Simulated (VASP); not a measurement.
Set up this calculation in VASP 6.6.1, as the native input.

- Task: single point
- Functional: r2SCAN
- Potentials or basis: VASP PAW PBE potentials, release 64 (H)
- Cutoff: 520 eV
- k mesh: 5 × 5 × 4
- Occupations: gaussian, width 0.01 eV
- Spin: no spin polarisation
- Dipole correction: no
- Further INCAR settings: ALGO = Normal; EDIFF = 1e-07; NBANDS = 10

The system is H.

```
H
1.0
     2.60587   -2.54968    0.00000
     2.60587    2.54968    0.00000
     0.00000    0.00000    4.11402
H
4
Direct
  0.95330 0.04670 0.06851
  0.45330 0.54670 0.43149
  0.54670 0.45330 0.56851
  0.04670 0.95330 0.93149
```

The input as run:

POSCAR

```
H
1.0
    2.6058735919     -2.5496767518      0.0000000000
    2.6058735919      2.5496767518      0.0000000000
    0.0000000000      0.0000000000      4.1140197262
H
4
Direct
    0.9532956300      0.0467043700      0.0685088900
    0.4532956300      0.5467043700      0.4314911100
    0.5467043700      0.4532956300      0.5685088900
    0.0467043700      0.9532956300      0.9314911100
```

INCAR.step1

```
PREC = Accurate ; ENCUT = 520
ISMEAR = 0 ; SIGMA = 0.01
LREAL = False ; LASPH = True
NELM = 100 ; NBANDS = 10
GGA = PE ; ALGO = Normal
EDIFF = 1E-4 ; LWAVE = True
LCHARG = False
```

INCAR.step2

```
PREC = Accurate ; ENCUT = 520
EDIFF = 1E-7 ; ISMEAR = 0
SIGMA = 0.01 ; LREAL = False
LASPH = True ; NELM = 100
ALGO = Normal ; ISIF = 2
LWAVE = False ; LCHARG = True
METAGGA = R2SCAN ; LMIXTAU = True
LELF = True ; LVHAR = True
NBANDS = 10 ; ISTART = 1
```

KPOINTS

```
regular mesh
0
Gamma
  5 5 4
```

Potentials or basis: VASP PAW PBE potentials, release 64 (H).

Command:

```sh
$ cat potpaw_PBE.64/H/POTCAR > POTCAR
$ cp INCAR.step1 INCAR
$ mpirun -np 1 vasp_std > vasp.out
$ cp INCAR.step2 INCAR
$ mpirun -np 1 vasp_std > vasp.out
```

It gave:

```json
{
 "Pressure": "0.1 GPa",
 "Largest force": "0.156 eV/Å",
 "Band gap on the k mesh": "10.24 eV, indirect (least direct gap 10.91 eV)"
}
```

Caveat: the PAW data sets were made with another functional, which shifts forces and pressure a little; an odd mesh through Γ misses points on the zone boundary, where band edges often lie.

Run time: 20 s on 1 thread of Intel(R) Xeon(R) 6975P-C (Granite Rapids), on a shared host, peak memory 0.16 GiB.
